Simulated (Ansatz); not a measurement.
Crystal: NiO.

```
Ni O
1.0
     0.00000    2.08590    2.08590
     2.08590    0.00000    2.08590
     2.08590    2.08590    0.00000
Ni O
1 1
Direct
  0.00000 0.00000 0.00000
  0.50000 0.50000 0.50000
```

Program: Ansatz 0.2.0. Alike in all runs: potentials or basis Ansatz PAW; spin collinear, ferromagnetic start; cell as given; k mesh 11 × 11 × 11; smearing fermi-dirac 0.05 eV.

Task: Order these runs on this cell by their pressure, lowest first.
A. level PBEsol+U; U Ni d U = 4 eV; cutoff (eV) 420; points for each segment of the path 14; hubbard projectors ortho-atomic (the default); double counting fll (the default)
B. level LDA; cutoff (eV) 420; points for each segment of the path 14
C. level PBE; cutoff (eV) 300

Result: B (-19.8 GPa), A (2.2 GPa), C (6.3 GPa).

Caveats: a cell with one magnetic atom can't hold antiferromagnetic order, which such compounds often take (some runs); the PAW data sets come from PBE, with cores solved anew for the run's functional, which leaves a small shift of forces and pressure (some runs); the magnetic or orbital state may not be the lowest (some runs); so large a pressure means that the cell lies far from this level's equilibrium, or that cutoff or potentials fall short (some runs); the pressure holds a Pulay correction of +47.6 GPa for the finite cutoff (some runs); the cutoff lies under the one recommended for these potentials (some runs).
